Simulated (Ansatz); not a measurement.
# Sodium, dhcp under RPBE: from relaxation to bulk modulus

Aim: take sodium in the dhcp structure, relax it, solve it on a dense k-mesh, then scale the cell to 7 volumes from 88 to 112 % of the relaxed one and try a fit of the equation of state. Spin polarisation is left out. The k-meshes are 10×10×3 for the relaxation; 13×13×4 for the dense run; 11×11×3 for the volumes.

Computed with Ansatz 0.2.0 (DFT RPBE, plane waves (420 eV) with PAW, scalar-relativistic; the PAW data stem from PBE, with regenerated cores, unless a step says otherwise).

## Step 1: The structure to begin with

Symmetry: P6_3/mmc, No. 194, hexagonal system. Conventional cell: a = 3.764 Å, b = 3.764 Å, c = 12.293 Å, α = 90.00°, β = 90.00°, γ = 120.00°. Na (site symmetry -3m) has 12 Na at 3.76 Å as nearest neighbours. Na (site symmetry -6m2) has 12 Na at 3.76 Å as nearest neighbours.

Structure file:

```
CELL_PARAMETERS angstrom
3.76404 0.00000 0.00000
-1.88202 3.25976 0.00000
0.00000 0.00000 12.29336
ATOMIC_POSITIONS crystal
Na 0.00000 0.00000 0.00000
Na 0.00000 0.00000 0.50000
Na 0.33333 0.66667 0.25000
Na 0.66667 0.33333 0.75000
```

## Step 2: Geometry optimisation

input.yaml reads:

```yaml
crystal:
  lattice:
    - [3.7640418302, 0.0, 0.0]
    - [-1.8820209151, 3.2597558458, 0.0]
    - [0.0, 0.0, 12.2933606174]
  atoms:
    - { symbol: Na, position: [0.0, 0.0, 0.0] }
    - { symbol: Na, position: [0.0, 0.0, 0.5] }
    - { symbol: Na, position: [0.3333333333, 0.6666666667, 0.25] }
    - { symbol: Na, position: [0.6666666667, 0.3333333333, 0.75] }
hamiltonian:
  xc: rpbe
  pseudopotentials:
    kind: paw
    azcp:
      Na: "pseudopotentials/Na.paw.azcp"
basis:
  ecutwfc: 420
  fft_grid_basis: typed
kpoints:
  mp_grid: { grid: [10, 10, 3], shift: [0, 0, 0] }
magnetization:
  spin_polarized: false
scf:
  occupations: { method: fermi_dirac, width: 0.1 }
relax:
  max_steps: 60
  f_tol: 0.01
  cell: {}
output:
  write_density: true
  write_potential: true
  elf: true
  volumetric_format: npy
```

After this run come: The energy on a finer k-mesh; Equation of state: 88 %; Equation of state: 92 %; Equation of state: 96 %; Equation of state: 100 %; Equation of state: 104 %; Equation of state: 108 %; Equation of state: 112 %.

Before running it: what results should come out? Wanted: space group; conventional cell; volume; shortest distance; gap on the mesh; relative to bcc; V₀, B₀, B₀′.

**Answer**, as computed:

```
                      quantity                                    value
space group (spins left aside)                       P6_3/mmc (No. 194)
             conventional cell  a = 3.829 Å, c = 12.449 Å (c/a = 3.251)
                        volume                           39.509 Å³/atom
             shortest distance                                  3.817 Å
               gap on the mesh             none (levels filled in part)
               relative to bcc                              +1 meV/atom
                   V₀, B₀, B₀′             39.564 Å³/atom, 7.0 GPa, 3.7
```

From the guessed start the volume grew by 4.8 % in 4 steps. It lies 1 meV/atom above the element's reference form at the same level (bcc, from a run of its own), within what mesh and smearing can decide. No gap shows: it is a metal or semimetal at this level. The fitted modulus is 7.0 GPa, a soft solid; letting shape and positions relax at each volume could only lower it. Relaxation kept the symmetry; phonons were not checked.
